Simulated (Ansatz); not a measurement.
# C: the cost of one run

Method: DFT PBEsol, scalar-relativistic, plane waves, PAW, in Ansatz 0.2.0.

A COD entry behind a cell of this session may itself be a prediction, so a difference from it is no test against experiment.

### Step 1. The starting structure

Symmetry: P6_3/mmc, No. 194, hexagonal system. Conventional cell: a = 2.499 Å, b = 2.499 Å, c = 4.161 Å, α = 90.00°, β = 90.00°, γ = 120.00°. C (site symmetry 3m) is surrounded by 4 C at 1.53 to 1.56 Å.

As a file:

```
CELL_PARAMETERS angstrom
2.49877 0.00000 0.00000
-1.24938 2.16399 0.00000
0.00000 0.00000 4.16060
ATOMIC_POSITIONS crystal
C 0.33333 0.66667 0.06280
C 0.66667 0.33333 0.56280
C 0.33333 0.66667 0.43720
C 0.66667 0.33333 0.93720
```

This cell was relaxed beforehand with the same method: volume 5.62 Å³/atom, gap on the mesh 3.06 eV.

### Step 2. What is varied

Gamma surface: rigid slide across a plane, one fault a cell; the plane is (0 0 1) of the conventional cell.

- slide along a1: 12 values from 0.000 to 0.917, periodic
- slide along a2: 12 values from 0.000 to 0.917, periodic

Nothing else is relaxed (rigid halves, spacing across the cut fixed). Energies count from the perfect crystal. Points are written as (first, second).

The two vectors of the plane (Å): (-2.499, 0.000, 0.000); (-1.249, -2.164, 0.000).

### Step 3. Grid point (0/12, 4/12) of the map's two axes

The input, input.yaml:

```yaml
crystal:
  lattice:
    - [-2.4987654889, 0.0, 0.0]
    - [-1.2493827445, -2.1639943915, 0.0]
    - [-0.4164609148, -0.7213314638, 12.4818111268]
  atoms:
    - { symbol: C, position: [0.3333333333, 0.0207890052, 0.9376329843] }
    - { symbol: C, position: [0.3333333333, 0.2430112274, 0.2709663177] }
    - { symbol: C, position: [0.3333333333, 0.1319001163, 0.604299651] }
    - { symbol: C, position: [0.6666666667, 0.6319001163, 0.104299651] }
    - { symbol: C, position: [0.6666666667, 0.5207890052, 0.4376329843] }
    - { symbol: C, position: [0.6666666667, 0.4096778941, 0.7709663177] }
    - { symbol: C, position: [0.3333333333, 0.3125221059, 0.0624336823] }
    - { symbol: C, position: [0.3333333333, 0.2014109948, 0.3957670157] }
    - { symbol: C, position: [0.3333333333, 0.0902998837, 0.729100349] }
    - { symbol: C, position: [0.6666666667, 0.5902998837, 0.229100349] }
    - { symbol: C, position: [0.6666666667, 0.4791887726, 0.5624336823] }
    - { symbol: C, position: [0.6666666667, 0.3680776614, 0.8957670157] }
basis:
  ecutwfc: 520.0
kpoints:
  mp_grid: { grid: [10, 10, 2] }
hamiltonian:
  xc: pbesol
  pseudopotentials: { kind: paw, azcp: { folder: soft_1 } }
scf:
  occupations: { method: gaussian, width: 0.05 }
output:
  forces: true
  stress: true
  eigenvalues: true
```

Launch:

```sh
> ansatz run input.yaml --threads 2 --pin off --max-ram 4096MiB --backend cpu --events-out ev --progress --plain --runs-dir out
```

Q: Estimate wall time and peak memory on 2 threads of Arm Neoverse N1, shared host.

About 17 s, with a peak of 0.4 GiB.
